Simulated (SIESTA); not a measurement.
## HgSe under changes of volume

One of the cells (28.067 Å³/atom); the others are scaled copies at fixed shape and fractional positions:

```
CELL_PARAMETERS angstrom
0.00000 3.03900 3.03900
3.03900 0.00000 3.03900
3.03900 3.03900 0.00000
ATOMIC_POSITIONS crystal
Hg 0.00000 0.00000 0.00000
Se 0.75000 0.75000 0.75000
```

| Item | Value |
| --- | --- |
| Program | SIESTA 5.4.2 |
| Functional | PBEsol |
| Potentials or basis | PseudoDojo 0.4 standard (PBEsol files) |
| Basis | DZP (energy shift 0.003 Ry; two zetas on semicore shells) |
| Grid cutoff | 800 Ry |
| Energy shift | 0.003 Ry |
| k mesh | 8 × 8 × 8 |
| Occupations | fermi-dirac, width 0.05 eV |
| Spin | no spin polarisation |

```tsv
volume (Å³/atom)	energy over the lowest point (meV/atom)	pressure (GPa)
26.383	57.21	7.1
26.944	35.47	5.4
27.505	?	?
28.067	8.37	2.5
28.628	2.36	1.2
29.189	0.00	0.1
29.751	1.47	-0.9
```

Question: What does the run at 27.505 Å³/atom give?

Answer: Energy over the lowest point 19.37 meV/atom; pressure 3.8 GPa.

Worked out: A Birch-Murnaghan fit of order 3 (a polynomial in V^(-2/3)) to the other rows has its minimum at 29.24 Å³/atom with B0 = V·E''(V) = 53 GPa and B' = 5.1. It gives 19.38 meV/atom at 27.505 Å³/atom, against the run's 19.37, and -dE/dV = 3.8 GPa, against 3.8.

Energies are extrapolated to zero smearing.

Caveats: short orbitals over semicore shells can move pressures by several GPa; the basis of atomic orbitals isn't converged, which shifts pressures, moduli and gaps.
